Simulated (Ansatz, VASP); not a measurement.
One calculation of Pb, two programs

Contents of INCAR:

```
SYSTEM = Pb
PREC = Accurate ; ENCUT = 520
EDIFF = 1E-6 ; ISMEAR = 0
SIGMA = 0.1 ; LREAL = .FALSE.
LASPH = .TRUE. ; NELM = 100
ALGO = Fast ; ISIF = 2
LWAVE = .FALSE. ; LCHARG = .TRUE.
GGA = PE ; LELF = .TRUE.
LVHAR = .TRUE. ; NBANDS = 13
```

The input KPOINTS:

```
regular mesh
0
G
  14 14 14
  0 0 0
```

POSCAR

```
Pb
1.0
    0.0000000000      2.4695345256      2.4695345256
    2.4695345256      0.0000000000      2.4695345256
    2.4695345256      2.4695345256      0.0000000000
Pb
1
Direct
    0.0000000000      0.0000000000      0.0000000000
```

Input for Ansatz:

```yaml
crystal:
  lattice:
    - [0.0, 2.4695345256, 2.4695345256]
    - [2.4695345256, 0.0, 2.4695345256]
    - [2.4695345256, 2.4695345256, 0.0]
  atoms:
    - { symbol: Pb, position: [0.0, 0.0, 0.0] }
basis:
  ecutwfc: 420
kpoints:
  mp_grid: { grid: [14, 14, 14] }
hamiltonian:
  xc: pbe
scf:
  occupations: { method: gaussian, width: 0.1 }
output:
  forces: true
  stress: true
  eigenvalues: true
```

Alike in both runs: task single point; functional PBE; k mesh 14 × 14 × 14; occupations gaussian, width 0.1 eV; no spin polarisation.

|  | VASP | Ansatz |
| --- | --- | --- |
| version | VASP 6.6.1 | Ansatz 0.2.0 |
| potentials or method | VASP PAW PBE potentials, release 64 (Pb_d) | scalar-relativistic, plane waves, PAW |
| plane-wave cutoff (eV) | 520 | 420 |
| valence electrons in the cell | 14 | 14 |

|  | VASP | Ansatz | Ansatz less VASP |
| --- | --- | --- | --- |
| gap on the k mesh at the Fermi level (eV) | none | none | - |
| pressure (GPa) | 2.8 | 2.8 | +0.02 |

A gap of «none» marks a metal or a gap that the smearing closes. With one functional, cell and mesh, what is left measures potentials, basis and numerics.

Spin-orbit coupling is left out, which matters for the levels of Pb.
